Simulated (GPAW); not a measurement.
Write an ASE script for GPAW 26.7.0 that does the following.

```yaml
Task: equation of state
Functional: PBEsol
Dispersion: D4
Potentials_or_basis: PAW data sets generated in the run's folder for this functional
Cutoff: 600 eV
Basis: pw
k_mesh: 9 × 9 × 9
Occupations: fermi-dirac, width 0.05 eV
Spin: no spin polarisation
Maxiter: 150
Eos_scales: "[0.94, 0.96, 0.98, 1.0, 1.02, 1.04, 1.06]"
```

The structure of Pd lies in Pd.xyz:

```xyz
1
Lattice="0.0000000000 1.9465000000 1.9465000000 1.9465000000 0.0000000000 1.9465000000 1.9465000000 1.9465000000 0.0000000000" Properties=species:S:1:pos:R:3 pbc="T T T"
Pd     0.0000000000      0.0000000000      0.0000000000
```

These files were run (other wordings do the same):

run.py

```python
from ase.calculators.mixing import SumCalculator
from ase.eos import EquationOfState
from ase.io import Trajectory, read
from ase.units import GPa
from dftd4.ase import DFTD4
from gpaw import GPAW, PW, setup_paths

setup_paths.insert(0, '.')

atoms = read('Pd.xyz')

traj = Trajectory('eos.traj', 'w')
volumes, energies = [], []
for x in [0.94, 0.96, 0.98, 1.0, 1.02, 1.04, 1.06]:
    a = atoms.copy()
    a.set_cell(atoms.cell * x**(1 / 3), scale_atoms=True)
    calc = GPAW(mode=PW(600),
                xc='PBEsol',
                kpts={'size': (9, 9, 9), 'gamma': True},
                occupations={'name': 'fermi-dirac', 'width': 0.05},
                nbands=17,
                convergence={'density': 1e-05, 'energy': 1e-05},
                maxiter=150,
                txt=f'eos-{x:.2f}.txt')
    a.calc = SumCalculator([calc, DFTD4(method='pbesol')])
    energies.append(a.get_potential_energy())
    volumes.append(a.get_volume())
    p = -a.get_stress()[:3].mean() / GPa
    calc.write(f'eos-{x:.2f}.gpw')
    traj.write(a)
    print(f'{x:.2f} {volumes[-1]:10.4f} A^3 {energies[-1]:14.6f} eV {p:9.3f} GPa', flush=True)

v0, e0, B = EquationOfState(volumes, energies, eos='birchmurnaghan').fit()
print(f'V0 = {v0:.4f} A^3, E0 = {e0:.6f} eV, B0 = {B / GPa:.2f} GPa')
```

Potentials or basis: PAW data sets generated in the run's folder for this functional, pw.

Run with:

```sh
$ gpaw-setup -f PBEsol Pd
$ OMP_NUM_THREADS=1 python run.py
```

It gave:

The equilibrium volume is 14.36 Å³/atom and the bulk modulus is 217 GPa. The pressure derivative of the bulk modulus is 5.5.

Run time: 37 s on 1 thread of Arm Neoverse V2, on a shared host, peak memory 0.18 GiB.
